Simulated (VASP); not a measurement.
Crystal: GaN.

```
CELL_PARAMETERS angstrom
0.00000 2.25350 2.25350
2.25350 0.00000 2.25350
2.25350 2.25350 0.00000
ATOMIC_POSITIONS crystal
Ga 0.00000 0.00000 0.00000
N 0.75000 0.75000 0.75000
```

The cell is a database's computed one.

```yaml
Program: VASP 6.6.1
Task: relaxation of cell and atoms
Functional: PBE
Potentials_or_basis: VASP PAW PBE potentials, release 64 (Ga_d, N)
Cutoff: 600 eV
k_mesh: 10 × 10 × 10
Occupations: gaussian, width 0.02 eV
Spin: no spin polarisation
```

At the start: pressure 5.0 GPa; volume 11.44 Å³/atom.

Problem. Where does the relaxation end?

Solution. Over 3 steps the energy falls by 4.7 meV/atom and the volume is 11.76 Å³/atom (+2.8 %); space group F-43m (No. 216, to 0.05 Å).

Step by step:
| step | energy change (eV) | largest force (eV/Å) | pressure (GPa) | volume (Å³) |
| --- | --- | --- | --- | --- |
| 1 | 0.0000 | 0.0000 | 4.98 | 22.89 |
| 2 | -0.0025 | 0.0000 | -3.82 | 24.09 |
| 3 | -0.0095 | 0.0000 | -0.06 | 23.52 |

Final structure:
```yaml
crystal:
  lattice:
    - [0.00000, 2.27403, 2.27403]
    - [2.27403, 0.00000, 2.27403]
    - [2.27403, 2.27403, 0.00000]
  atoms:
    - { symbol: Ga, position: [0.00000, 0.00000, 0.00000] }
    - { symbol: N, position: [0.75000, 0.75000, 0.75000] }
```
